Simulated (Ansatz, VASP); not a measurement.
MgSe: VASP beside Ansatz

Contents of POSCAR:

```
MgSe
1.0
    0.0000000000      2.7255000000      2.7255000000
    2.7255000000      0.0000000000      2.7255000000
    2.7255000000      2.7255000000      0.0000000000
Mg Se
1 1
Direct
    0.0000000000      0.0000000000      0.0000000000
    0.5000000000      0.5000000000      0.5000000000
```

File INCAR.step1:

```
SYSTEM = MgSe
PREC = Accurate
ENCUT = 600
ISMEAR = 0
SIGMA = 0.02
LREAL = .False.
LASPH = .True.
NELM = 100
GGA = PE
ALGO = Normal
EDIFF = 1E-4
LWAVE = .True.
LCHARG = .False.
```

INCAR.step2

```
SYSTEM = MgSe
PREC = Accurate
ENCUT = 600
EDIFF = 1E-7
ISMEAR = 0
SIGMA = 0.02
LREAL = .False.
LASPH = .True.
NELM = 100
ALGO = Normal
ISIF = 3
LWAVE = .False.
LCHARG = .False.
METAGGA = R2SCAN
LMIXTAU = .True.
IBRION = 2
NSW = 100
EDIFFG = -0.005
ISTART = 1
```

File KPOINTS:

```
regular mesh
0
Gamma
  8 8 8
  0 0 0
```

Input for Ansatz:

```yaml
crystal:
  lattice:
    - [0.0, 2.7255, 2.7255]
    - [2.7255, 0.0, 2.7255]
    - [2.7255, 2.7255, 0.0]
  atoms:
    - { symbol: Mg, position: [0.0, 0.0, 0.0] }
    - { symbol: Se, position: [0.5, 0.5, 0.5] }
basis:
  ecutwfc: 500
kpoints:
  mp_grid: { grid: [8, 8, 8] }
hamiltonian:
  xc: r2scan
scf:
  occupations: { method: gaussian, width: 0.02 }
output:
  forces: true
  stress: true
  eigenvalues: true
relax:
  adjacent_minimum: "off"
  f_tol: 0.005
  max_steps: 80
  cell: { stress_tol: 0.05 }
```

Alike in both runs: task relaxation of cell and atoms; functional r2SCAN; k mesh 8 × 8 × 8; occupations gaussian, width 0.02 eV; no spin polarisation.

|  | VASP | Ansatz |
| --- | --- | --- |
| version | VASP 6.6.1 | Ansatz 0.2.0 |
| potentials or method | VASP PAW PBE potentials, release 64 (Mg, Se) | scalar-relativistic, plane waves, PAW |
| plane-wave cutoff (eV) | 600 | 500 |
| valence electrons in the cell | 8 | 26 |

Ansatz gave:

| Item | Value |
| --- | --- |
| gap on the k mesh at the Fermi level, each at its own relaxed structure (eV) | 2.48 |
| relaxed volume (Å³/atom) | 20.48 |
| relaxed cell length with the largest relative difference (Å) | 3.869 |

**Question.** Which values does VASP return?

**Answer.** gap on the k mesh at the Fermi level, each at its own relaxed structure (eV): 2.45; relaxed volume (Å³/atom): 20.39; relaxed cell length with the largest relative difference (Å): 3.863.

The two sets of potentials don't hold the same shells in valence.

Caveats: the PAW data sets were made with another functional, which shifts forces and pressure a little (VASP). Zero-point motion and thermal expansion aren't in these numbers. A k mesh can miss the band edges.
